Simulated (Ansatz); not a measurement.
**TaN: response to strain**

TaN is deformed so: equal xx and yy strain of -1 %. What stress and forces result, by LAPW, PAW and all-electron datasets made for the crystal?

Method: DFT PBE, scalar-relativistic, in Ansatz 0.2.0.

**1. Starting point**

Symmetry: P6_3mc, No. 186, hexagonal system. Conventional cell: a = 3.050 Å, b = 3.050 Å, c = 4.940 Å, α = 90.00°, β = 90.00°, γ = 120.00°. Ta (site symmetry 3m) is surrounded by 4 N at 1.85 to 1.90 Å. Around N (site symmetry 3m) lie 4 Ta at 1.85 to 1.90 Å.

Structure file:

```
Ta N
1.0
     3.05000    0.00000    0.00000
    -1.52500    2.64138    0.00000
     0.00000    0.00000    4.94000
Ta N
2 2
Direct
  0.33333 0.66667 0.00000
  0.66667 0.33333 0.50000
  0.33333 0.66667 0.38500
  0.66667 0.33333 0.88500
```

Atoms are numbered in the order of the input: Ta1, Ta2, N3, N4.

**2. The deformed structure**

Space group P6_3mc before, P6_3mc after.

**3. All-electron LAPW**

input.yaml

```yaml
crystal:
  lattice:
    - [3.0195010796, 0.0, 0.0]
    - [-1.5097505398, 2.6149646417, 0.0]
    - [0.0, 0.0, 4.94]
  atoms:
    - { symbol: Ta, position: [0.3333333333, 0.6666666667, 0.0] }
    - { symbol: Ta, position: [0.6666666667, 0.3333333333, 0.5] }
    - { symbol: "N", position: [0.3333333333, 0.6666666667, 0.385] }
    - { symbol: "N", position: [0.6666666667, 0.3333333333, 0.885] }
kpoints:
  mp_grid: { grid: [9, 9, 5] }
  band_path:
    path:
      - [0.0, 0.0, 0.0]
      - [0.5, 0.0, 0.0]
      - [0.3333333333, 0.3333333333, 0.0]
      - [0.0, 0.0, 0.0]
      - [0.0, 0.0, 0.5]
      - [0.5, 0.0, 0.5]
      - [0.3333333333, 0.3333333333, 0.5]
      - [0.0, 0.0, 0.5]
      - [0.5, 0.0, 0.5]
    npoints: 5
scf:
  occupations: { method: fermi_dirac, width: 0.01 }
hamiltonian:
  xc: pbe
  pseudopotentials: { kind: all_electron, lapw: { basis_error: 0.001 } }
output:
  forces: true
  stress: true
  eigenvalues: true
```

The run is started by

```sh
$ ansatz run input.yaml --threads 1 --pin off --max-ram 4096MiB --backend cpu --events-out ev --progress --plain --runs-dir out
```

**4. PAW with frozen cores**

input.yaml

```yaml
crystal:
  lattice:
    - [3.0195010796, 0.0, 0.0]
    - [-1.5097505398, 2.6149646417, 0.0]
    - [0.0, 0.0, 4.94]
  atoms:
    - { symbol: Ta, position: [0.3333333333, 0.6666666667, 0.0] }
    - { symbol: Ta, position: [0.6666666667, 0.3333333333, 0.5] }
    - { symbol: "N", position: [0.3333333333, 0.6666666667, 0.385] }
    - { symbol: "N", position: [0.6666666667, 0.3333333333, 0.885] }
kpoints:
  mp_grid: { grid: [9, 9, 5] }
scf:
  occupations: { method: fermi_dirac, width: 0.01 }
hamiltonian:
  xc: pbe
  pseudopotentials: { kind: paw }
output:
  forces: true
  stress: true
  eigenvalues: true
  efg: { contact_densities: true }
```

**5. All-electron PAW on datasets made for the crystal**

Edit input.yaml of step 4 so:

```diff
@@ -16,3 +16,3 @@
   xc: pbe
-  pseudopotentials: { kind: paw }
+  pseudopotentials: { kind: all_electron, datasets: crystal }
 output:
```

(Steps that only read results are left out.)

Q: Predict the outcome of this session. Wanted: pressure; largest shear or deviatoric stress.

**Answer**, as computed:

```
                                 quantity                                                 value
                                 pressure  LAPW 150.43, PAW 152.96, crystal datasets 150.42 GPa
largest shear or deviatoric stress (LAPW)                                             21.68 GPa
```

The largest part of the stress beyond the pressure is 21.68 GPa in size, in the zz component; the atoms are carried along and not relaxed. No run of the undeformed cell stands beside it, so the pressure holds what the given cell had before the change. PAW: stress within 2.74 GPa of LAPW, forces within 31 meV/Å. Crystal datasets: stress within 0.01 GPa of LAPW, forces within 1 meV/Å. Spin-orbit coupling is left out, though the cell holds Ta; in elements this heavy it can shift bands and gaps by tenths of an eV.
